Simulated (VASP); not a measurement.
SiC in VASP 6.6.1, single-point calculation

INCAR

```
NSW = 0
LCHARG = .FALSE.
PREC = Accurate
NBANDS = 16
LASPH = .TRUE.
GGA = PE
NELM = 51
ISMEAR = -1
EDIFF = 1E-7
SIGMA = 0.02
ISYM = 1
LWAVE = .FALSE.
ISIF = 2
ENCUT = 520
AMIX = 0.8
IBRION = -1
LREAL = .FALSE.
```

KPOINTS

```
KPOINTS created by Atomic Simulation Environment
0
Gamma
12 12 6
0 0 0
```

POSCAR

```
Si C
 1.0000000000000000
     3.0446026768352743    0.0000000000000000    0.0000000000000000
    -1.5223013384176372    2.6367032625694513    0.0000000000000000
     0.0000000000000000    0.0000000000000000    4.9976270101000004
 Si  C
   2   2
Cartesian
 -0.0000000000000000  1.7578021750463011 -0.0019828898376852
  1.5223013384176367  0.8789010875231505  2.4968306152123150
 -0.0000000000000000  1.7578021750463011  1.8760930186251852
  1.5223013384176367  0.8789010875231505  4.3749065236751852
```

The recommended PBE PAW datasets give the neutral cell 16 valence electrons.

Command

```
mpirun -np 1 vasp_std
```

Task: Predict the outcome of this run.

Result: It converged. Results: gap between bands v and c on the k mesh 2.22 eV; least direct gap on the k mesh 4.03 eV; pressure 10.7 GPa. Band v is the last that the valence electrons fill when counted band by band, and c is the next.

OSZICAR

```
N       E                     dE             d eps       ncg     rms          rms(c)
DAV:   1     0.240682830056E+02    0.24068E+02   -0.71095E+03  2432   0.895E+02
DAV:   2    -0.314861701131E+02   -0.55554E+02   -0.50839E+02  3392   0.158E+02
DAV:   3    -0.339336393012E+02   -0.24475E+01   -0.24382E+01  3208   0.302E+01
DAV:   4    -0.339510319840E+02   -0.17393E-01   -0.17390E-01  2976   0.311E+00
DAV:   5    -0.339511952618E+02   -0.16328E-03   -0.16328E-03  3152   0.287E-01    0.129E+01
DAV:   6    -0.313623542960E+02    0.25888E+01   -0.26058E+01  3104   0.313E+01    0.799E+00
DAV:   7    -0.300340497194E+02    0.13283E+01   -0.38547E+00  3008   0.126E+01    0.234E+00
DAV:   8    -0.300568739347E+02   -0.22824E-01   -0.32280E-01  3232   0.360E+00    0.762E-01
DAV:   9    -0.300494359831E+02    0.74380E-02   -0.14557E-02  2880   0.753E-01    0.344E-01
DAV:  10    -0.300491866860E+02    0.24930E-03   -0.17218E-03  3376   0.260E-01    0.388E-02
DAV:  11    -0.300491813426E+02    0.53434E-05   -0.57966E-05  3112   0.496E-02    0.171E-02
DAV:  12    -0.300491803357E+02    0.10069E-05   -0.44063E-06  3064   0.136E-02    0.439E-03
DAV:  13    -0.300491803276E+02    0.81466E-08   -0.44796E-07  3088   0.418E-03
   1 F= -.30049180E+02 E0= -.30049180E+02  d E =-.175118E-10
```

For comparison, a separate PBE run of the intended cell, on usual settings and not on those above, gives a gap of 2.22 eV on its mesh and a pressure of 10.7 GPa.
